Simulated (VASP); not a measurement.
B, 1 atom in the cell. It takes space group P6/mmm (No. 191, hexagonal). Conventional cell: a = 1.602 Å, b = 1.602 Å, c = 4.105 Å, α = 90.00°, β = 90.00°, γ = 120.00°. B (site symmetry 6/mmm) has 6 B at 1.60 Å as nearest neighbours. This isn't the form of B at room conditions, which is rhombohedral.

| Quantity | Value |
| --- | --- |
| Program | VASP 6.6.1 |
| Task | single point |
| Functional | LDA |
| Potentials or basis | VASP PAW LDA potentials, release 64 (B) |
| Cutoff | 520 eV |
| k mesh | 36 × 36 × 14 |
| Occupations | gaussian, width 0.15 eV |
| Spin | no spin polarisation |
| Dipole correction | no |
| Further INCAR settings | ALGO = Normal; EDIFF = 1e-06; NBANDS = 8 |

Potentials or basis: VASP PAW LDA potentials, release 64 (B).

The run is started by

```sh
$ cat potpaw_LDA.64/B/POTCAR > POTCAR
$ mpirun -np 1 vasp_std > vasp.out
```

Hardware: 1 thread of Intel(R) Xeon(R) 6975P-C (Granite Rapids) (shared host).

Q: Estimate the wall time of this run.

A: Run time: 16 s on 1 thread of Intel(R) Xeon(R) 6975P-C (Granite Rapids), with other jobs on the host, peak memory 0.15 GiB. Counts: scf iterations 12, k points 1016.
